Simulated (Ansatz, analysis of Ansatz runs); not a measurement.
# Migration in La2NCl3 (Ibam): V_Cl hop (3.0 Å), charge 0

How high is the barrier when Cl changes place in La2NCl3 (Ibam)? The case: V_Cl hop (3.0 Å), charge 0, in a cell of 48 host atoms with 1 Cl taken out.

Program: Ansatz 0.2.0. Level of theory: plane-wave PAW DFT, PBEsol; nudged elastic band between two relaxed defect structures. Results are calculated unless marked as measured.

## Step 1: Starting point

The cell holds 47 atoms: 16 La, 8 N and 23 Cl. Its edges and angles: a = 14.985 Å, b = 9.137 Å, c = 15.308 Å, α = 70.5°, β = 35.1°, γ = 74.4°. It derives from La2NCl3 (space group Ibam). Nearest the centre at fractional (0.250, 0.750, 0.750): Cl28 at 1.52 Å, La14 at 2.55 Å, La9 at 2.55 Å, Cl33 at 3.41 Å, Cl36 at 3.41 Å, N19 at 3.74 Å, N22 at 3.74 Å, N17 at 3.74 Å.

Structure file:

```xyz
47
Lattice="0.0000 13.7005 6.0696 6.8292 0.0000 6.0696 6.8292 13.7005 0.0000" Properties=species:S:1:pos:R:3 pbc="T T T"
La    9.0252    8.1466    6.0696
La    5.6106   14.9969    3.0348
La    9.0252   21.8471    6.0696
La    5.6106   14.9969    9.1044
La    8.0479   12.4041    3.0348
La    4.6333    5.5539    6.0696
La    8.0479   12.4041    9.1044
La    4.6333   19.2544    6.0696
La   12.4398   12.4041    6.0696
La    2.1960    5.5539    3.0348
La    5.6106   12.4041    6.0696
La    9.0252   19.2544    9.1044
La    4.6333    8.1466    3.0348
La    8.0479   14.9969    6.0696
La   11.4625   21.8471    9.1044
La    1.2187   14.9969    6.0696
N     6.8292   13.7005    1.5174
N     3.4146    6.8502    4.5522
N     6.8292   13.7005    7.5870
N    10.2439   20.5507   10.6219
N     3.4146    6.8502    1.5174
N     6.8292   13.7005    4.5522
N    10.2439   20.5507    7.5870
N     6.8292   13.7005   10.6219
Cl    6.8292    6.8502    4.5522
Cl    6.8292   20.5507    4.5522
Cl    3.4146   13.7005    7.5870
Cl   10.2439   13.7005    4.5522
Cl    6.8292    6.8502    7.5870
Cl    3.4146   13.7005    4.5522
Cl    6.8292   20.5507    7.5870
Cl    4.7225    4.1674    3.0348
Cl    8.1372   11.0176    6.0696
Cl   11.5518   17.8679    9.1044
Cl    8.1372   24.7181    6.0696
Cl    5.5213    2.6829    6.0696
Cl    2.1067    9.5331    3.0348
Cl    5.5213   16.3834    6.0696
Cl    8.9359   23.2336    9.1044
Cl   11.5518    9.5331    6.0696
Cl    8.1372   16.3834    3.0348
Cl    4.7225    9.5331    6.0696
Cl    8.1372   16.3834    9.1044
Cl    5.5213   11.0176    3.0348
Cl    8.9359   17.8679    6.0696
Cl    5.5213   11.0176    9.1044
Cl    2.1067   17.8679    6.0696
```

The cell's shortest repeat is 9.1 Å.

## Step 2: Relaxation of the start point, charge 0

The ends come first: from an unrelaxed start the top is counted from too high an energy, and the barrier comes out too low. Small random displacements break the symmetry of the ideal sites, so that the defect can distort if it gains by it. The cell holds an odd number of electrons, so the run is spin-polarised with the moment held at 1 μB.

Input file q0_M1.start/input.yaml:

```yaml
crystal:
  lattice:
    - [0.0, 13.70049667, 6.06962975]
    - [6.82924235, 0.0, 6.06962975]
    - [6.82924235, 13.70049667, 0.0]
  atoms:
    - { symbol: La, position: [0.13653491, 0.86346509, 0.45808628] }
    - { symbol: La, position: [0.38653491, 0.11346509, 0.70808628] }
    - { symbol: La, position: [0.63653491, 0.36346509, 0.95808628] }
    - { symbol: La, position: [0.88653491, 0.61346509, 0.20808628] }
    - { symbol: La, position: [0.11346509, 0.38653491, 0.79191372] }
    - { symbol: La, position: [0.36346509, 0.63653491, 0.04191372] }
    - { symbol: La, position: [0.61346509, 0.88653491, 0.29191372] }
    - { symbol: La, position: [0.86346509, 0.13653491, 0.54191372] }
    - { symbol: La, position: [0.04191372, 0.95808628, 0.86346509] }
    - { symbol: La, position: [0.29191372, 0.20808628, 0.11346509] }
    - { symbol: La, position: [0.54191372, 0.45808628, 0.36346509] }
    - { symbol: La, position: [0.79191372, 0.70808628, 0.61346509] }
    - { symbol: La, position: [0.20808628, 0.29191372, 0.38653491] }
    - { symbol: La, position: [0.45808628, 0.54191372, 0.63653491] }
    - { symbol: La, position: [0.70808628, 0.79191372, 0.88653491] }
    - { symbol: La, position: [0.95808628, 0.04191372, 0.13653491] }
    - { symbol: "N", position: [0.125, 0.125, 0.875] }
    - { symbol: "N", position: [0.375, 0.375, 0.125] }
    - { symbol: "N", position: [0.625, 0.625, 0.375] }
    - { symbol: "N", position: [0.875, 0.875, 0.625] }
    - { symbol: "N", position: [0.125, 0.125, 0.375] }
    - { symbol: "N", position: [0.375, 0.375, 0.625] }
    - { symbol: "N", position: [0.625, 0.625, 0.875] }
    - { symbol: "N", position: [0.875, 0.875, 0.125] }
    - { symbol: Cl, position: [0.125, 0.625, 0.375] }
    - { symbol: Cl, position: [0.625, 0.125, 0.875] }
    - { symbol: Cl, position: [0.875, 0.375, 0.125] }
    - { symbol: Cl, position: [0.125, 0.625, 0.875] }
    - { symbol: Cl, position: [0.375, 0.875, 0.125] }
    - { symbol: Cl, position: [0.625, 0.125, 0.375] }
    - { symbol: Cl, position: [0.875, 0.375, 0.625] }
    - { symbol: Cl, position: [0.05632994, 0.44367006, 0.2478482] }
    - { symbol: Cl, position: [0.30632994, 0.69367006, 0.4978482] }
    - { symbol: Cl, position: [0.55632994, 0.94367006, 0.7478482] }
    - { symbol: Cl, position: [0.80632994, 0.19367006, 0.9978482] }
    - { symbol: Cl, position: [0.19367006, 0.80632994, 0.0021518] }
    - { symbol: Cl, position: [0.44367006, 0.05632994, 0.2521518] }
    - { symbol: Cl, position: [0.69367006, 0.30632994, 0.5021518] }
    - { symbol: Cl, position: [0.94367006, 0.55632994, 0.7521518] }
    - { symbol: Cl, position: [0.0021518, 0.9978482, 0.69367006] }
    - { symbol: Cl, position: [0.2521518, 0.2478482, 0.94367006] }
    - { symbol: Cl, position: [0.5021518, 0.4978482, 0.19367006] }
    - { symbol: Cl, position: [0.7521518, 0.7478482, 0.44367006] }
    - { symbol: Cl, position: [0.2478482, 0.2521518, 0.55632994] }
    - { symbol: Cl, position: [0.4978482, 0.5021518, 0.80632994] }
    - { symbol: Cl, position: [0.7478482, 0.7521518, 0.05632994] }
    - { symbol: Cl, position: [0.9978482, 0.0021518, 0.30632994] }
basis:
  ecutwfc: 420
  xc_grid: 2
hamiltonian:
  xc: pbesol
kpoints:
  mp_grid: { grid: [1, 1, 1] }
magnetization:
  spin_polarized: true
  initial_magnetization: 1
  spin_locking: { lock_magnetization: hard }
scf:
  occupations: { method: fixed }
  max_iter: 60
output:
  forces: true
relax:
  f_tol: 0.015
  max_steps: 70
  random_displacement: { amplitude: 0.03, seed: 5138 }
```

The run is started by

```console
$ ansatz run input.yaml --threads 8 --pin off --max-ram 14131MiB --backend cpu --events-out ev --progress --plain --runs-dir out
```

Numbers of over 12 decimals in the logs are rounded to 6 here.

Output:

```text
[... repeated set-up lines and file paths are left out, and long positions are rounded to six places ...]
The last accepted step is kept in <dir> (removed where the run ends without a failure and the disk answers)
Engine: ansatz 0.2.0, aarch64-unknown-linux-gnu
Pseudopotentials: kind: paw
Pseudopotential: La, paw, valence charge 11, recommended cutoff 420 eV (normal), La.paw.azcp
Pseudopotential: N, paw, valence charge 5, recommended cutoff 420 eV (normal), N.paw.azcp
Pseudopotential: Cl, paw, valence charge 7, recommended cutoff 420 eV (normal), Cl.paw.azcp
Functional definition: PBEsol
  exchange = pbesol_x
  correlation = pbesol_c
Crystal: 47 atoms, lattice volume = 1135.798 Å³
Basis set: ecut = 420 eV, 22167 PW (Γ), exchange–correlation on 216×128×216 points (8 copies of the dense FFT grid, shifted against one another)
Bands: 236, of which v1, the nominal top of the filled ones, is band 189 counted from 1 (188 counted from 0)
Symmetry: 1 space group operations
k-points: 1
Non-local potential: La, projectors of the file, l = 0: 3, l = 1: 2, l = 2: 2, l = 3: 3
Non-local potential: N, projectors of the file, l = 0: 2, l = 1: 2, l = 2: 1
Non-local potential: Cl, projectors of the file, l = 0: 2, l = 1: 2, l = 2: 2
PAW form: soft (Blöchl's): semilocal exchange-correlation on the pseudo side does not see the compensation charge
PAW frozen core: La, regenerated for the run's functional, and the local potential with it (the file was generated under x = pbe(κ = 0.804, μ = 0.219515), c = pbe(β = 0.066725))
PAW frozen core: N, regenerated for the run's functional, and the local potential with it (the file was generated under x = pbe(κ = 0.804, μ = 0.219515), c = pbe(β = 0.066725))
PAW frozen core: Cl, regenerated for the run's functional, and the local potential with it (the file was generated under x = pbe(κ = 0.804, μ = 0.219515), c = pbe(β = 0.066725))
PAW one-centre angular grid: La, 590 points (default); XC on 64 Gauss nodes
PAW one-centre angular grid: N, 110 points (default); XC on 64 Gauss nodes
PAW one-centre angular grid: Cl, 110 points (default); XC on 64 Gauss nodes
Initial density: superposition of atomic densities (chi_scale 0.1, normalization cell, long waves kept (reshape's long-wave potential 0.30 eV rms))
Starting moments: Σ|m| = 1 μB on 47 of 47 sites
Initial wavefunctions: pseudopotential atomic-orbital guess
Functional: x = pbesol(κ = 0.804, μ = 0.123457), c = pbesol(β = 0.046)
SCF iter   1: F=—  HF=-126198.941578 eV  |F-HF|=—  |Δ(HF+E_count)|=         —  Δρ=8.55e-2 (↑8.51e-2 ↓8.55e-2)  dr2=1.09e3  dr2_m=2.58e-2  M=1.000 μB ∫|m|=1.040 μB  β_m=0.30  ethr=3.10e-3  ⟨swp⟩=3.0  Hψ=1692  notcnv=0  defer=58
preconditioner: auto → Resta (q_TF=auto, 2.270 Å⁻¹)  ε∞=6.3  [insulator: Δε(μ)=0.015 eV  Ē_g=8.763 eV  n_scr=220 (ndim 8)  ℏωp=20.2 eV  f_vac=0.000  ε∞_Penn≈6.3]
spin=Collinear: Resta preconditioning applied to the charge; magnetization (m = ρ↑ − ρ↓) channel mixes plain (no charge-response kernel on spin).
SCF iter   2: F=—  HF=-126135.411389 eV  |F-HF|=—  |Δ(HF+E_count)|=    6.35e1  Δρ=2.56e-2 (↑2.56e-2 ↓2.49e-2)  dr2=8.92e1  dr2_m=5.31e-2  M=1.000 μB ∫|m|=1.044 μB  β_m=0.30  ethr=3.10e-3  ⟨swp⟩=8.0  Hψ=1665  notcnv=0  defer=88
SCF iter   3: F=—  HF=-126121.598251 eV  |F-HF|=—  |Δ(HF+E_count)|=    1.38e1  Δρ=1.78e-2 (↑1.78e-2 ↓1.73e-2)  dr2=4.12e1  dr2_m=2.35e-2  M=1.000 μB ∫|m|=1.037 μB  β_m=0.58  ethr=3.10e-3  ⟨swp⟩=5.5  Hψ=931  notcnv=0  defer=84
SCF iter   4: F=—  HF=-126110.659767 eV  |F-HF|=—  |Δ(HF+E_count)|=    1.09e1  Δρ=6.82e-3 (↑6.82e-3 ↓5.49e-3)  dr2=4.07e0  dr2_m=5.57e-2  M=1.000 μB ∫|m|=1.135 μB  β_m=0.60  ethr=3.10e-3  ⟨swp⟩=8.5  Hψ=1973  notcnv=0  defer=88
SCF iter   5: F=—  HF=-126110.102115 eV  |F-HF|=—  |Δ(HF+E_count)|=   5.58e-1  Δρ=3.61e-3 (↑3.61e-3 ↓3.05e-3)  dr2=1.35e0  dr2_m=1.03e-2  M=1.000 μB ∫|m|=1.108 μB  β_m=0.69  ethr=1.08e-3  ⟨swp⟩=6.5  Hψ=1208  notcnv=0  defer=90
SCF iter   6: F=—  HF=-126109.902667 eV  |F-HF|=—  |Δ(HF+E_count)|=   1.99e-1  Δρ=1.64e-3 (↑1.58e-3 ↓1.64e-3)  dr2=3.69e-1  dr2_m=3.63e-4  M=1.000 μB ∫|m|=1.073 μB  β_m=0.77  ethr=3.57e-4  ⟨swp⟩=7.5  Hψ=863  notcnv=0  defer=89
SCF iter   7: F=—  HF=-126109.874899 eV  |F-HF|=—  |Δ(HF+E_count)|=   2.78e-2  Δρ=1.06e-3 (↑1.03e-3 ↓1.06e-3)  dr2=1.47e-1  dr2_m=9.25e-5  M=1.000 μB ∫|m|=1.061 μB  β_m=0.86  ethr=9.80e-5  ⟨swp⟩=4.5  Hψ=601  notcnv=0  defer=91
SCF iter   8: F=—  HF=-126109.867398 eV  |F-HF|=—  |Δ(HF+E_count)|=   7.50e-3  Δρ=4.22e-4 (↑4.00e-4 ↓4.22e-4)  dr2=2.61e-2  dr2_m=5.12e-5  M=1.000 μB ∫|m|=1.055 μB  β_m=0.86  ethr=3.91e-5  ⟨swp⟩=7.0  Hψ=1253  notcnv=0  defer=92
SCF iter   9: F=—  HF=-126109.861025 eV  |F-HF|=—  |Δ(HF+E_count)|=   6.37e-3  Δρ=2.99e-4 (↑2.99e-4 ↓2.92e-4)  dr2=9.81e-3  dr2_m=6.46e-6  M=1.000 μB ∫|m|=1.057 μB  β_m=0.72  ethr=6.92e-6  ⟨swp⟩=5.5  Hψ=768  notcnv=0  defer=93
SCF iter  10: F=—  HF=-126109.858507 eV  |F-HF|=—  |Δ(HF+E_count)|=   2.52e-3  Δρ=9.81e-5 (↑8.39e-5 ↓9.81e-5)  dr2=7.56e-4  dr2_m=8.82e-6  M=1.000 μB ∫|m|=1.057 μB  β_m=0.86  ethr=2.60e-6  ⟨swp⟩=5.5  Hψ=722  notcnv=0  defer=91
SCF iter  11: F=—  HF=-126109.858903 eV  |F-HF|=—  |Δ(HF+E_count)|=   3.96e-4  Δρ=2.93e-5 (↑2.93e-5 ↓2.79e-5)  dr2=5.06e-5  dr2_m=4.91e-7  M=1.000 μB ∫|m|=1.058 μB  β_m=0.89  ethr=2.00e-7  ⟨swp⟩=2.5  Hψ=850  notcnv=0  defer=91
SCF iter  12: F=—  HF=-126109.858911 eV  |F-HF|=—  |Δ(HF+E_count)|=   7.98e-6  Δρ=2.46e-5 (↑2.41e-5 ↓2.46e-5)  dr2=3.16e-5  dr2_m=2.94e-8  M=1.000 μB ∫|m|=1.058 μB  β_m=0.76  ethr=1.34e-8  ⟨swp⟩=2.5  Hψ=748  notcnv=0  defer=91
SCF iter  13: F=-126109.858905 eV  HF=-126109.858907 eV  |F-HF|=1.65e-6  |Δ(HF+E_count)|=   3.77e-6  Δρ=8.25e-6 (↑8.25e-6 ↓7.51e-6)  dr2=4.38e-6  dr2_m=1.47e-8  M=1.000 μB ∫|m|=1.058 μB  ethr=1.49e-9  ⟨swp⟩=3.5  Hψ=1480  notcnv=0
SCF 1 converged in 13 iterations: F = -126109.858905 eV  dr2 = 4.38e-6
  greatest PAW one-centre occupation: 0.972 electrons in one spin orbital (limit 2), on the La atom at site 5 (counted from 0), in its partial waves of l = 0
relax step   1: F+E_penalty+E_count = -126109.85890541 eV  Δ(F+E_penalty+E_count) = +0.000e0 eV  max|allowed force component| = 8.267e-1 eV/Å  Δτ_max = 0.0000 Å  (13 SCF iters, dr2 threshold 5.63e-6 eV, accepted)
[... the SCF cycles and remarks between the steps are left out from here to the last step ...]
relax step   2: F+E_penalty+E_count = -126110.04264927 eV  Δ(F+E_penalty+E_count) = -1.837e-1 eV  max|allowed force component| = 4.201e-1 eV/Å  Δτ_max = 0.1985 Å  (7 SCF iters, dr2 threshold 4.27e-5 eV, accepted)
relax step   3: F+E_penalty+E_count = -126110.11985059 eV  Δ(F+E_penalty+E_count) = -7.720e-2 eV  max|allowed force component| = 4.689e-2 eV/Å  Δτ_max = 0.0500 Å  (6 SCF iters, dr2 threshold 1.10e-5 eV, accepted)
SCF iter   1: F=—  HF=-126110.121683 eV  |F-HF|=—  |Δ(HF+E_count)|=         —  Δρ=2.31e-4 (↑2.31e-4 ↓2.24e-4)  dr2=2.47e-3  dr2_m=1.81e-6  M=1.000 μB ∫|m|=1.062 μB  β_m=0.30  ethr=2.89e-5  ⟨swp⟩=5.5  Hψ=727  notcnv=0  defer=91
SCF iter   2: F=—  HF=-126110.121469 eV  |F-HF|=—  |Δ(HF+E_count)|=   2.14e-4  Δρ=1.56e-4 (↑1.56e-4 ↓1.51e-4)  dr2=1.07e-3  dr2_m=1.03e-6  M=1.000 μB ∫|m|=1.062 μB  β_m=0.57  ethr=6.56e-7  ⟨swp⟩=2.5  Hψ=747  notcnv=0  defer=91
SCF iter   3: F=—  HF=-126110.121270 eV  |F-HF|=—  |Δ(HF+E_count)|=   1.99e-4  Δρ=4.68e-5 (↑4.68e-5 ↓4.62e-5)  dr2=1.04e-4  dr2_m=6.20e-8  M=1.000 μB ∫|m|=1.062 μB  β_m=0.55  ethr=2.83e-7  ⟨swp⟩=2.0  Hψ=631  notcnv=0  defer=91
SCF iter   4: F=—  HF=-126110.121274 eV  |F-HF|=—  |Δ(HF+E_count)|=   4.22e-6  Δρ=1.62e-5 (↑1.62e-5 ↓1.60e-5)  dr2=1.40e-5  dr2_m=1.43e-8  M=1.000 μB ∫|m|=1.062 μB  β_m=0.65  ethr=2.77e-8  ⟨swp⟩=2.0  Hψ=590  notcnv=0  defer=91
SCF iter   5: F=—  HF=-126110.121608 eV  |F-HF|=—  |Δ(HF+E_count)|=   3.34e-4  Δρ=4.38e-6 (↑4.31e-6 ↓4.38e-6)  dr2=1.51e-6  dr2_m=8.36e-10  M=1.000 μB ∫|m|=1.062 μB  β_m=0.72  ethr=3.70e-9  ⟨swp⟩=2.0  Hψ=590  notcnv=0  defer=91
SCF iter   6: F=—  HF=-126110.121608 eV  |F-HF|=—  |Δ(HF+E_count)|=   4.08e-7  Δρ=1.95e-6 (↑1.95e-6 ↓1.92e-6)  dr2=2.27e-7  dr2_m=8.73e-11  M=1.000 μB ∫|m|=1.062 μB  β_m=0.80  ethr=4.00e-10  ⟨swp⟩=2.0  Hψ=582  notcnv=0  defer=91
SCF iter   7: F=—  HF=-126110.121608 eV  |F-HF|=—  |Δ(HF+E_count)|=   9.58e-8  Δρ=1.76e-6 (↑1.76e-6 ↓1.76e-6)  dr2=1.80e-7  dr2_m=1.57e-11  M=1.000 μB ∫|m|=1.062 μB  β_m=0.67  ethr=2.65e-11  ⟨swp⟩=5.0  Hψ=1285  notcnv=0
SCF iter   8: F=-126110.121608 eV  HF=-126110.121608 eV  |F-HF|=4.77e-9  |Δ(HF+E_count)|=   1.61e-8  Δρ=2.90e-7 (↑2.84e-7 ↓2.90e-7)  dr2=6.25e-9  dr2_m=4.93e-12  M=1.000 μB ∫|m|=1.062 μB  ethr=2.65e-11  ⟨swp⟩=2.0  Hψ=1412  notcnv=0
SCF 4 converged in 8 iterations: F = -126110.121608 eV  dr2 = 6.25e-9
relax step   4: F+E_penalty+E_count = -126110.12160800 eV  Δ(F+E_penalty+E_count) = -1.757e-3 eV  max|allowed force component| = 9.904e-3 eV/Å  Δτ_max = 0.0212 Å  (8 SCF iters, accepted)
SCF converged after 8 iterations
Stability checked in part: among states of this total moment the steps that led to this state did not find it unstable. No probe was made; neither looks for a lower state of another moment (fixed_total_moment; see scf.lower_state_search)
Magnetization: 1.0000 μB (189.0000 up, 188.0000 down)
Absolute magnetization: 1.0666 μB (∫|ρ↑−ρ↓|, with the PAW one-centre terms)
Spin contamination: 0.0016 ħ² per cell (⟨S²⟩ above its minimum at these occupations)
Per-site moments (μB) at R_I (Å): [(0.000287771, 0.963754), (0.025023, 0.962550), (0.000202177, 0.962313), [... 44 left out ...]
Free energy (F): -126110.121608 eV
Harris-Foulkes:  -126110.121608 eV  (|F-HF|=4.77e-9)
Internal energy: -126110.121608 eV  (E = F + TS)
E sigma→0 (E₀):  -126110.121608 eV
Fermi energy:    9.081656 (↑ 9.081656, ↓ 6.740363) eV
--- Per-component energies (eV) ---
  E_band       = -1063.084375
  E_kinetic    = 7829.572807
  E_local      = -14581.878692  (includes V_loc(G=0)·N_el)
  E_nonlocal   = 2605.091431
  E_hartree    = 5000.409322
  E_xc         = -5138.527206
  E_vxc        = -5770.469978  (∫ρ·V_xc dr)
  E_paw        = -101013.424997  (= ΣΔE_a)
  E_vpaw       = -1146.221305  (= ΣTr[D̂ρ^β])
  E_aug_tail   = 0.002878  (compensation charges beyond the density's cutoff)
  E_ewald      = -20816.108030
  E_core_change = 4.740880  (= ΣΔE_core)
  E_smearing   = -0.000000  (= −TS)
  E_closure    = -0.000000  (closes the sum)
  Σ components = -126110.121608   (vs F -126110.121608, Δ=0.00e0)
--- Forces (eV/Å), atoms counted from 1 ---
  atom   1  La    -0.00107009     0.00023898    -0.00550442
  atom   2  La    -0.00058460     0.00041190     0.00236998
  [... 4 atoms left out ...]
  atom   7  La    -0.00366158     0.00800386    -0.00022789
  [... 1 atom left out ...]
  atom   9  La    -0.00023236     0.00558438    -0.00558481
  [... 4 atoms left out ...]
  atom  14  La    -0.00271689    -0.00389625    -0.00091530
  [... 2 atoms left out ...]
  atom  17  N     -0.00337411    -0.00306835     0.00185226
  [... 1 atom left out ...]
  atom  19  N      0.00330857    -0.00242586    -0.00308410
  [... 2 atoms left out ...]
  atom  22  N      0.00015450    -0.00045494    -0.00224356
  [... 1 atom left out ...]
  atom  24  N      0.00253409    -0.00449520     0.00228137
  [... 3 atoms left out ...]
  atom  28  Cl    -0.00126646    -0.00003397     0.00314902
  [... 4 atoms left out ...]
  atom  33  Cl    -0.00016693    -0.00460127    -0.00071629
  [... 2 atoms left out ...]
  atom  36  Cl    -0.00065916     0.00277066     0.00045539
  [... 11 atoms left out ...]
  max |Σ_I F_I| component: 8.30e-6 eV/Å
--- Relaxed structure (4 steps of the walk, 4 accepted, 0 SCFs on fresh bases) ---
  F+E_penalty+E_count = -126110.12160800 eV   max|allowed force component| = 9.904e-3 eV/Å
  atoms:
    - { symbol: La, position: [0.136376, 0.863666, 0.458195] }
    - { symbol: La, position: [0.382978, 0.114389, 0.713238] }
    [... 4 atoms left out ...]
    - { symbol: La, position: [0.613949, 0.883497, 0.289773] }
    [... 1 atom left out ...]
    - { symbol: La, position: [0.040329, 0.964178, 0.863414] }
    [... 4 atoms left out ...]
    - { symbol: La, position: [0.463698, 0.540807, 0.632491] }
    [... 2 atoms left out ...]
    - { symbol: N, position: [0.122897, 0.127988, 0.877085] }
    [... 1 atom left out ...]
    - { symbol: N, position: [0.627558, 0.623373, 0.372433] }
    [... 2 atoms left out ...]
    - { symbol: N, position: [0.375229, 0.375700, 0.624674] }
    [... 1 atom left out ...]
    - { symbol: N, position: [0.875271, 0.875584, 0.124792] }
    [... 3 atoms left out ...]
    - { symbol: Cl, position: [0.141095, 0.641600, 0.858883] }
    [... 4 atoms left out ...]
    - { symbol: Cl, position: [0.310707, 0.696932, 0.494943] }
    [... 2 atoms left out ...]
    - { symbol: Cl, position: [0.196508, 0.811216, -0.002088] }
    [... 11 atoms left out ...]
```

Run time: 32 s. Hardware: 8 threads of Arm Neoverse V2, shared host; peak memory 2.1 GiB; 3.8 min of CPU time.

Relaxation path:

| step | energy less that of the first step (eV) | largest force component (eV/Å) |
| --- | --- | --- |
| 1 | 0.0000 | 0.8267 |
| 2 | -0.1837 | 0.4201 |
| 3 | -0.2609 | 0.0469 |
| 4 | -0.2627 | 0.0099 |

The atoms that moved most (Å, from the sites as typed, ahead of the random displacement, the mean shift of all atoms taken out):

| atom | dx | dy | dz | length |
| --- | --- | --- | --- | --- |
| Cl28 | 0.000 | 0.000 | 0.196 | 0.196 |
| Cl30 | 0.000 | 0.001 | -0.190 | 0.190 |
| Cl46 | -0.043 | 0.005 | -0.049 | 0.065 |
| Cl41 | 0.044 | -0.005 | -0.048 | 0.065 |
| Cl35 | 0.045 | 0.007 | 0.041 | 0.061 |
| Cl38 | -0.043 | -0.004 | 0.043 | 0.061 |
| Cl44 | 0.001 | 0.020 | -0.049 | 0.053 |
| Cl47 | 0.004 | -0.003 | -0.053 | 0.053 |

Neighbours of Cl28 at the end:

| atom | distance (Å) |
| --- | --- |
| La9 | 2.923 |
| La14 | 2.923 |
| La4 | 3.042 |
| La5 | 3.042 |
| Cl27 | 3.227 |
| N24 | 3.419 |
| N22 | 3.421 |
| Cl33 | 3.660 |
| Cl36 | 3.661 |

This step gave:

```yaml
free_energy: -126110.1216 eV
total_moment: 1 μB
integral_of_the_absolute_spin_density: 1.067 μB
spin_contamination: 0.001602
largest_move_from_the_ideal_geometry_of_this_structure_a_common_shift_of_the_far_atoms_taken_out: 0.2089 Å
```

The relaxation gained 0.263 eV and ended with a largest force component of 0.0099 eV/Å.

(Continued in part 2 of 4.)

[Logs are printed without paths, hosts, clocks, repeated set-up lines and the standing remarks that a program may print on its own settings, such as how far it seeks lower states.]

[Hosts, paths, dates, database ids (printed as entryN), source tags and the programs' standing remarks are cut or masked in the printed files.]
